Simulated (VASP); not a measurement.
# TiPt3 (Pm-3m) in VASP: notebook

One crystal, TiPt3, is run at these levels: PBE+D3(BJ); tasks: single point, relaxation of cell and atoms.

Everything below comes from runs of VASP 6.6.1. Logs are shortened: lines on timing, memory, paths and dates and some standing lists are left out, and cuts for length are marked.

**1. Starting point**

It takes space group Pm-3m (No. 221, cubic). The conventional cell has a = 3.904 Å, b = 3.904 Å, c = 3.904 Å, α = 90.00°, β = 90.00°, γ = 90.00°. Around Ti (site symmetry m-3m) lie 12 Pt at 2.76 Å. Pt (site symmetry 4/mmm) is surrounded by 4 Ti at 2.76 Å and 8 Pt at 2.76 Å.

The cell comes from a database or a generator and needn't be the stable form of this composition.

**2. Single point, PBE+D3(BJ)**

INCAR reads:

```
PREC = Accurate
ENCUT = 520
EDIFF = 1E-6
ISMEAR = 0
SIGMA = 0.1
LREAL = F
LASPH = T
NELM = 80
ALGO = Normal
ISIF = 2
LWAVE = F
LCHARG = F
GGA = PE
IVDW = 12
NBANDS = 29
```

KPOINTS reads:

```
regular mesh
0
Gamma
  12 12 12
```

POSCAR reads:

```
TiPt3
1.0
    3.9040543981      0.0000000000      0.0000000000
    0.0000000000      3.9040543981      0.0000000000
    0.0000000000      0.0000000000      3.9040543981
Ti Pt
1 3
Direct
    0.0000000000      0.0000000000      0.0000000000
    0.5000000000      0.5000000000      0.0000000000
    0.5000000000      0.0000000000      0.5000000000
    0.0000000000      0.5000000000      0.5000000000
```

Potentials or basis: VASP PAW PBE potentials, release 64 (Ti_sv, Pt).

The run is started by

```sh
> cat potpaw_PBE.64/Ti_sv/POTCAR potpaw_PBE.64/Pt/POTCAR > POTCAR
> mpirun -np 1 vasp_std > vasp.out
```

OUTCAR:

```text
PREC = Accurate
   ENCUT = 520
   EDIFF = 1E-6
   ISMEAR = 0
   LREAL = F
   LASPH = T
   NELM = 80
   ISIF = 2
   GGA = PE
   IVDW = 12
 IVDW          = 12

 ion  position               nearest neighbor table
   1  0.000  0.000  0.000-   2 2.76   3 2.76   4 2.76   3 2.76   4 2.76   2 2.76   4 2.76   4 2.76
                             2 2.76   3 2.76   3 2.76   2 2.76
   2  0.500  0.500  0.000-   1 2.76   3 2.76   4 2.76   3 2.76   4 2.76   1 2.76   3 2.76   3 2.76
                             1 2.76   4 2.76   4 2.76   1 2.76
   3  0.500  0.000  0.500-   1 2.76   2 2.76   4 2.76   1 2.76   2 2.76   2 2.76   4 2.76   2 2.76
                             1 2.76   4 2.76   1 2.76   4 2.76
   4  0.000  0.500  0.500-   1 2.76   2 2.76   3 2.76   1 2.76   2 2.76   1 2.76   3 2.76   1 2.76
                             2 2.76   3 2.76   2 2.76   3 2.76

  LATTYP: Found a simple cubic cell.
 ALAT       =     3.9040543981

  Lattice vectors:

 A1 = (   3.9040543981,   0.0000000000,   0.0000000000)
 A2 = (   0.0000000000,   3.9040543981,   0.0000000000)
 A3 = (   0.0000000000,   0.0000000000,   3.9040543981)

Analysis of symmetry for initial positions (statically):
=====================================================================
 Subroutine PRICEL returns:
 Original cell was already a primitive cell.

 Routine SETGRP: Setting up the symmetry group for a
 simple cubic supercell.

 Subroutine GETGRP returns: Found 48 space group operations
 (whereof 48 operations were pure point group operations)
 out of a pool of 48 trial point group operations.

The static configuration has the point symmetry O_h .

Analysis of symmetry for dynamics (positions and initial velocities):
=====================================================================
 Subroutine PRICEL returns:
 Original cell was already a primitive cell.

 Routine SETGRP: Setting up the symmetry group for a
 simple cubic supercell.

 Subroutine GETGRP returns: Found 48 space group operations
 (whereof 48 operations were pure point group operations)
 out of a pool of 48 trial point group operations.

The dynamic configuration has the point symmetry O_h .

 Subroutine INISYM returns: Found 48 space group operations
 (whereof 48 operations are pure point group operations),
 and found     1 'primitive' translations

----------------------------------------------------------------------------------------

                                     Primitive cell

  volume of cell :      59.5042

  direct lattice vectors                    reciprocal lattice vectors
     3.904054398  0.000000000  0.000000000     0.256143972  0.000000000  0.000000000
     0.000000000  3.904054398  0.000000000     0.000000000  0.256143972  0.000000000
     0.000000000  0.000000000  3.904054398     0.000000000  0.000000000  0.256143972

  length of vectors
     3.904054398  3.904054398  3.904054398     0.256143972  0.256143972  0.256143972

  position of ions in fractional coordinates (direct lattice)
     0.000000000  0.000000000  0.000000000
     0.500000000  0.500000000  0.000000000
     0.500000000  0.000000000  0.500000000
     0.000000000  0.500000000  0.500000000

  ion indices of the primitive-cell ions
   primitive index   ion index
                 1           1
                 2           2
                 3           3
                 4           4

----------------------------------------------------------------------------------------

 KPOINTS: regular mesh

Automatic generation of k-mesh.
 Grid dimensions read from file:
 generate k-points for:   12   12   12

 Generating k-lattice:

  Cartesian coordinates                     Fractional coordinates (reciprocal lattice)
     0.021345331  0.000000000  0.000000000     0.083333333  0.000000000  0.000000000
     0.000000000  0.021345331  0.000000000     0.000000000  0.083333333  0.000000000
     0.000000000  0.000000000  0.021345331     0.000000000  0.000000000  0.083333333

  Length of vectors
     0.021345331  0.021345331  0.021345331

  Shift w.r.t. Gamma in fractional coordinates (k-lattice)
     0.000000000  0.000000000  0.000000000

 Subroutine IBZKPT returns following result:
 ===========================================

 Found     84 irreducible k-points:

 Following reciprocal coordinates:
            Coordinates               Weight
  0.000000  0.000000  0.000000      1.000000
  0.083333  0.000000  0.000000      6.000000
  0.166667  0.000000  0.000000      6.000000
  0.250000  0.000000  0.000000      6.000000
  0.333333  0.000000  0.000000      6.000000
  0.416667  0.000000  0.000000      6.000000
[... 16 lines left out ...]
  0.333333  0.333333  0.000000     12.000000
  0.416667  0.333333  0.000000     24.000000
 [... further k-points ...]
   k-points           NKPTS =     84   k-points in BZ     NKDIM =     84   number of bands    NBANDS=     29
   number of dos      NEDOS =    301   number of ions     NIONS =      4
   total plane-waves  NPLWV =  27000
   dimension x,y,z NGX =    30 NGY =   30 NGZ =   30
   dimension x,y,z NGXF=    60 NGYF=   60 NGZF=   60
   ions per type =               1   3
   NGX,Y,Z   is equivalent  to a cutoff of  12.77, 12.77, 12.77 a.u.
   NGXF,Y,Z  is equivalent  to a cutoff of  25.55, 25.55, 25.55 a.u.
 SYSTEM =  unknown system
   PREC   = accura    normal or accurate (medium, high low for compatibility)
   ISTART =      0    job   : 0-new  1-cont  2-samecut
   ICHARG =      2    charge: 1-file 2-atom 10-const
   ISPIN  =      1    spin polarized calculation?
   LNONCOLLINEAR =      F non collinear calculations
   LSORBIT =      F    spin-orbit coupling
   LASPH  =      T    aspherical Exc in radial PAW
   ENCUT  =  520.0 eV  38.22 Ry    6.18 a.u.   7.26  7.26  7.26*2*pi/ulx,y,z
   NELM   =     80;   NELMIN=  2; NELMDL= -5     # of ELM steps
   EDIFF  = 0.1E-05   stopping-criterion for ELM
   LREAL  =      F    real-space projection
   EDIFFG = 0.1E-04   stopping-criterion for IOM
   NSW    =      0    number of steps for IOM
   IBRION =     -1    ionic relax: 0-MD 1-quasi-New 2-CG
   NFREE  =      0    steps in history (QN), initial steepest desc. (CG)
   ISIF   =      2    stress and relaxation
   ISYM   =      2    0-nonsym 1-usesym 2-fastsym
   POTIM  = 0.5000    time-step for ionic-motion
   TEBEG  =    0.0;   TEEND  =   0.0 temperature during run
   PSTRESS=    0.0 pullay stress
   NELECT =      42.0000    total number of electrons
   NUPDOWN=      -1.0000    fix difference up-down
   EMIN   =  10.00;   EMAX   =-10.00  energy-range for DOS
   EFERMI =   0.00;   METHOD = LEGACY
   ISMEAR =     0;   SIGMA  =   0.10  broadening in eV -4-tet -1-fermi 0-gaus
   EFERMI_NEDOS =   21; number of points for ismear=-14 and -15
   IALGO  =     38    algorithm
   IMIX   =      4    mixing-type and parameters
     AMIX     =   0.40;   BMIX     =  1.00
     AMIX_MAG =   1.60;   BMIX_MAG =  1.00
  volume/ion in A,a.u.               =      14.88       100.39
  Fermi-wavevector in a.u.,A,eV,Ry     =   1.457612  2.754488 28.907401  2.124634
  Thomas-Fermi vector in A             =   2.574393
   LORBIT       =      0    0 simple, 1 ext, 2 COOP (PROOUT), +10 PAW based schemes
   GGA     = PE    functional components
   LHFCALC =     F    Hartree Fock is set to
   AEXX    =    0.0000 exact exchange contribution
   IVDW    =    12    specifies the selected vdW correction
   LEPSILON=     F    determine dielectric tensor
   LRPA    =     F    only Hartree local field effects (RPA)
 non-spin polarized calculation
 Gauss-broadening in eV      SIGMA  =   0.10
  energy-cutoff  :      520.00
  volume of cell :       59.50
 maximum number of plane-waves:      1628
 NGX is ok and might be reduce to    30
   NGX = 15   NGY = 15   NGZ = 15

 number of electron      41.9999999 magnetization

 Free energy of the ion-electron system (eV)
  ---------------------------------------------------
  ext. energy  EPLUGINS =         0.00000000
  ---------------------------------------------------
  free energy    TOTEN  =       -29.50648980 eV

  energy without entropy =      -29.50143588  energy(sigma->0) =      -29.50396284

 E-fermi :  11.7511     XC(G=0): -13.2524

 val. band max:       11.7463321579   @ k =   0.4167   0.0833   0.0833
 cond. band min:      11.7723666548   @ k =   0.4167   0.0833   0.0000
 fundamental gap:      0.0260344969
 Fermi energy:        11.7510630110

 k-point     1 :       0.0000    0.0000    0.0000
  band No.  band energies     occupation
      1     -46.4370      2.00000
      2     -22.6534      2.00000
      3     -22.6534      2.00000
      4     -22.6534      2.00000
      5       1.5992      2.00000
      6       4.3982      2.00000
[... 21 lines left out ...]
     28      13.7696      0.00000
     29      20.1279      0.00000

 k-point     2 :       0.0833    0.0000    0.0000
  band No.  band energies     occupation
      1     -46.4369      2.00000
      2     -22.6553      2.00000
      3     -22.6537      2.00000
      4     -22.6537      2.00000
      5       1.6914      2.00000
      6       4.4568      2.00000
[... 21 lines left out ...]
     28      14.3810      0.00000
     29      19.9627      0.00000

 k-point     3 :       0.1667    0.0000    0.0000
  band No.  band energies     occupation
      1     -46.4366      2.00000
      2     -22.6604      2.00000
      3     -22.6545      2.00000
      4     -22.6545      2.00000
      5       1.9628      2.00000
      6       4.6241      2.00000
[... 21 lines left out ...]
     28      15.4017      0.00000
     29      19.5719      0.00000

 k-point     4 :       0.2500    0.0000    0.0000
  band No.  band energies     occupation
      1     -46.4361      2.00000
      2     -22.6673      2.00000
      3     -22.6556      2.00000
      4     -22.6556      2.00000
      5       2.3954      2.00000
      6       4.8634      2.00000
[... 597 lines left out ...]
     28      16.6359      0.00000
     29      21.0415      0.00000

 k-point    23 :       0.3333    0.3333    0.0000
  band No.  band energies     occupation
      1     -46.4350      2.00000
      2     -22.6730      2.00000
      3     -22.6687      2.00000
      4     -22.6597      2.00000
      5       4.0529      2.00000
      6       5.8044      2.00000
[... 21 lines left out ...]
     28      16.5347      0.00000
     29      20.2304      0.00000

 k-point    24 :       0.4167    0.3333    0.0000
  band No.  band energies     occupation
      1     -46.4348      2.00000
      2     -22.6746      2.00000
      3     -22.6697      2.00000
      4     -22.6604      2.00000
      5       4.5480      2.00000
      6       5.6520      2.00000
[... 21 lines left out ...]
     28      16.0055      0.00000
     29      21.2594      0.00000

 [... further k-points ...]

------------------------ aborting loop because EDIFF is reached ----------------------------------------

 Edisp (eV)   -3.06087

 E8    (eV) :    -1.4166

  FORCE on cell =-STRESS in cart. coord.  units (eV):
  Direction    XX          YY          ZZ          XY          YZ          ZX
  --------------------------------------------------------------------------------------
  -------------------------------------------------------------------------------------
  Total      -0.14031    -0.14031    -0.14031     0.00000     0.00000     0.00000
  in kB      -3.77801    -3.77801    -3.77801     0.00000     0.00000     0.00000
  external pressure =       -3.78 kB  Pullay stress =        0.00 kB

 VOLUME and BASIS-vectors are now :
 -----------------------------------------------------------------------------
  energy-cutoff  :      520.00
  volume of cell :       59.50
      direct lattice vectors                 reciprocal lattice vectors
     3.904054398  0.000000000  0.000000000     0.256143972  0.000000000  0.000000000
     0.000000000  3.904054398  0.000000000     0.000000000  0.256143972  0.000000000
     0.000000000  0.000000000  3.904054398     0.000000000  0.000000000  0.256143972

 POSITION                                       TOTAL-FORCE (eV/Angst)
 -----------------------------------------------------------------------------------
      0.00000      0.00000      0.00000         0.000000      0.000000      0.000000
      1.95203      1.95203      0.00000         0.000000      0.000000      0.000000
      1.95203      0.00000      1.95203         0.000000      0.000000      0.000000
      0.00000      1.95203      1.95203         0.000000      0.000000      0.000000
 -----------------------------------------------------------------------------------
    total drift:                                0.000000      0.000000     -0.000000

  FREE ENERGIE OF THE ION-ELECTRON SYSTEM (eV)
  ---------------------------------------------------
  free  energy   TOTEN  =       -32.5673605459 eV

  energy  without entropy=      -32.5623066303  energy(sigma->0) =      -32.56483359
```

Wall time 78 s (1 thread of Intel Xeon Platinum 8559C (Emerald Rapids), shared host); peak memory 0.27 GiB.

Results:

* Free energy: -32.5674 eV
* Pressure: -0.4 GPa
* Band gap on the k mesh: none (metal or under the smearing width)
* Dispersion energy per atom: -0.765 eV

Caveat: pairwise dispersion overbinds metals, which lowers pressure and volume.

(Continued in part 2 of 3.)
